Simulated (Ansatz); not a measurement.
# B12N11: the cost of one run

Program: Ansatz 0.2.0. Level of theory: DFT PBE+D3(BJ), scalar-relativistic, plane waves, PAW. These are calculated values, not measurements.

2 further runs of the same task are left out: 2 set aside as unsound or not needed. Runs told in other sessions of the task aren't counted.

### 1 The structure to begin with

Symmetry: R3m, No. 160, trigonal system. Conventional cell: a = 2.506 Å, b = 2.506 Å, c = 9.885 Å, α = 90.00°, β = 90.00°, γ = 120.00°. B (site symmetry 3m) has 3 N at 1.45 Å in its first shell of neighbours. Around N (site symmetry 3m) lie 3 B at 1.45 Å.

Structure file:

```xyz
2
Lattice="1.2531 0.7235 3.2949 -1.2531 0.7235 3.2949 0.0000 -1.4469 3.2949" Properties=species:S:1:pos:R:3 pbc="T T T"
B     0.0000    0.0000    9.8816
N     0.0000    0.0000    3.2890
```

It goes back to an entry of the Materials Project, which need not be the stable form.

It is the result of an earlier relaxation at this level (volume 8.96 Å³/atom; gap on the mesh: 4.24 eV).

Its energy, with the smearing taken to zero, is -542.6869 eV for the 2-atom cell on a 12×12×12 mesh; differences below count from it.

### 2 Cell: 1 of 12 N atoms taken out at random further on a centred mesh

From a supercell with 12 N sites, 1 are emptied at random; the cell stays neutral and all atoms are shaken by 0.02 Å.

The cell holds 12 B, 11 N: a = 6.121 Å, b = 6.120 Å, c = 6.713 Å, α = 66.38°, β = 66.37°, γ = 74.95°.

### 3 Single point of the final cell

input.yaml reads:

```yaml
crystal:
  lattice:
    - [-3.7243615563, 3.5775463616, -3.2856706211]
    - [3.7234450304, 3.5776098415, -3.2845552511]
    - [-0.0009898261, -1.4220413046, -6.5603563007]
  atoms:
    - { symbol: B, position: [0.1647963597, 0.8326202023, 0.5024298173] }
    - { symbol: B, position: [0.5872857269, 0.8982630253, 0.2594013518] }
    - { symbol: B, position: [0.8337169034, 0.1637382906, 0.5025195511] }
    - { symbol: B, position: [0.5154687225, 0.5143583889, 0.48609696] }
    - { symbol: B, position: [0.2495993662, 0.2485649595, 0.2524549866] }
    - { symbol: B, position: [0.0013092129, 0.0002458194, 0.001909853] }
    - { symbol: B, position: [0.7462772349, 0.7452284986, 0.7483628514] }
    - { symbol: B, position: [0.6667319867, 0.3268632527, 0.0027543522] }
    - { symbol: B, position: [0.4186688317, 0.087729525, 0.746980509] }
    - { symbol: B, position: [0.8991412066, 0.5861135532, 0.2590017811] }
    - { symbol: B, position: [0.3278572517, 0.6656660849, 0.0026819149] }
    - { symbol: B, position: [0.0887710902, 0.4175850509, 0.7468393127] }
    - { symbol: "N", position: [0.3371122564, 0.9938379957, 0.3374766176] }
    - { symbol: "N", position: [0.7494519279, 0.0723095562, 0.0917360136] }
    - { symbol: "N", position: [0.9948977431, 0.3360117942, 0.337404043] }
    - { symbol: "N", position: [0.415792303, 0.4147437996, 0.0839009995] }
    - { symbol: "N", position: [0.1685797089, 0.1675197036, 0.8343412038] }
    - { symbol: "N", position: [0.9149910368, 0.9138971115, 0.5854414547] }
    - { symbol: "N", position: [0.8351176153, 0.4950339119, 0.8326263515] }
    - { symbol: "N", position: [0.5873978841, 0.2591285304, 0.5778978762] }
    - { symbol: "N", position: [0.0732535444, 0.7483184804, 0.0915162423] }
    - { symbol: "N", position: [0.4960949718, 0.8340690285, 0.8327617552] }
    - { symbol: "N", position: [0.2602110975, 0.5862499735, 0.5776184539] }
  symmetry: { detect: false }
basis:
  ecutwfc: 420
kpoints:
  mp_grid: { grid: [4, 4, 4] }
hamiltonian:
  xc: pbe
  dispersion: d3bj
scf:
  occupations: { method: gaussian, width: 0.1 }
  lower_state_search: "off"
output:
  forces: true
  stress: true
  eigenvalues: true
relax:
  adjacent_minimum: "off"
  f_tol: 0.04
  max_steps: 25
  cell: { stress_tol: 0.3 }
```

The run is started by

```bash
$ ansatz run input.yaml --threads 4 --pin off --max-ram 9216MiB --backend cpu --events-out ev --progress --plain --runs-dir out
```

Q: Estimate wall time and peak memory on 4 threads of Intel Xeon Platinum 8488C (Sapphire Rapids), shared host.

About 18 s, with a peak of 0.93 GiB.
